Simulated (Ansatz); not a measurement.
# What strain does to BaS (rocksalt)

BaS in the rocksalt structure, relaxed with r2SCAN in Ansatz. It is cubic, Fm-3m (No. 225); a = 6.424 Å in the conventional setting, 33.13 Å³ an atom. Around Ba lie 6 S at 3.21 Å; around S lie 6 Ba at 3.21 Å.

The axes x, y and z are those of this cell:
```
Ba S
1.0
     0.00000    3.21180    3.21180
     3.21180    0.00000    3.21180
     3.21180    3.21180    0.00000
Ba S
1 1
Direct
  0.00000 0.00000 0.00000
  0.50000 0.50000 0.50000
```

Unstrained: The PBE gap is indirect, 2.230 eV (Γ to X), below the direct gap of 2.345 eV at X. r2SCAN gives an indirect gap of 2.578 eV, from Γ to X; the least direct gap is 2.692 eV at X. HSE06 gives an indirect gap of 3.138 eV, from Γ to X; the least direct gap is 3.277 eV at X. Meshes: PBE 8×8×8, r2SCAN 8×8×8, HSE06 6×6×6. Strains are changes of length per length. After each strain the atoms were relaxed again with r2SCAN within the symmetry that the strain leaves, so tilts or polar shifts that break it weren't tested; points keep the names that they have in the unstrained zone. Calculated for a static, non-magnetic cell.

Changes of the least gap in eV (an overlap counts as a negative gap):

| strain | volume change (%) | space group | PBE | r2SCAN | HSE06 | energy rise, r2SCAN (meV/atom) |
| --- | --- | --- | --- | --- | --- | --- |
| uniaxial -3.45 % along x | -3.4 | I4/mmm | -0.154 | -0.166 | -0.153 | 14.3 |
| isotropic +4.16 % on every length | +13.0 | Fm-3m | +0.130 | +0.130 | +0.125 | 61.8 |
| uniaxial +3.31 % along z | +3.3 | I4/mmm | +0.012 | +0.007 | +0.013 | 9.5 |

Uniaxial -3.45 % along x, other directions held. HSE06: the gap goes from 3.138 to 2.985 eV (-0.153 eV); with r2SCAN the top three valence levels at Γ, degenerate before, become 1+2 from the top over 131 meV. Stress change with r2SCAN, compression positive: xx +4.27, yy +0.65, zz +0.65 GPa.

Isotropic +4.16 % on every length. HSE06: the gap goes from 3.138 to 3.263 eV (+0.125 eV). Stress change with r2SCAN, compression positive: xx -4.16, yy -4.16, zz -4.16 GPa. For HSE06, dE_g/d ln V = 1.0 eV over this step.

Uniaxial +3.31 % along z, other directions held. HSE06: the gap goes from 3.138 to 3.151 eV (+0.013 eV); with r2SCAN the top three valence levels at Γ, degenerate before, become 2+1 from the top over 79 meV. Stress change with r2SCAN, compression positive: xx -0.55, yy -0.55, zz -2.64 GPa.

The runs are scalar-relativistic, without spin-orbit coupling.

The meshes of the hybrids are coarse, so their gaps aren't converged to the digits shown.

The splittings at Γ are without spin-orbit coupling, which regroups them where it is of like size or larger.
